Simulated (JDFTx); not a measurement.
W:

```xyz
1
Lattice="-1.5823 1.5823 1.5823 1.5823 -1.5823 1.5823 1.5823 1.5823 -1.5823" Properties=species:S:1:pos:R:3 pbc="T T T"
W     0.0000    0.0000    0.0000
```

* Program: JDFTx 1.7.0 (patched build)
* Task: single point
* Functional: PBEsol
* Potentials or basis: PseudoDojo-SR-PBEsol-0.4.1-standard with smoothed tails
* Cutoff: 1007 eV
* Density cutoff: 4027 eV
* k mesh: 12 × 12 × 12
* Occupations: fermi-dirac, width 0.05 eV
* Spin: no spin polarisation

On this cell: pressure -2.8 GPa; band gap on the k mesh none (metal or under the smearing width).

The same run follows on a disturbed copy (cell strained at random at fixed volume):

```xyz
1
Lattice="-1.5448 1.6151 1.6310 1.5711 -1.5452 1.5875 1.5457 1.5461 -1.5612" Properties=species:S:1:pos:R:3 pbc="T T T"
W     0.0307    0.0413   -0.0058
```

**Question.** What changes?

**Answer.** The energy (extrapolated to zero smearing) moves by +22.1 meV/atom; pressure -2.6 GPa; band gap on the k mesh none (metal or under the smearing width).

Stress tensor (GPa, compression positive):
```
 3.02  0.60 -2.03
 0.60 -2.70 -5.94
-2.03 -5.94 -8.09
```

Caveats: the empty levels aren't tightly converged (some runs).
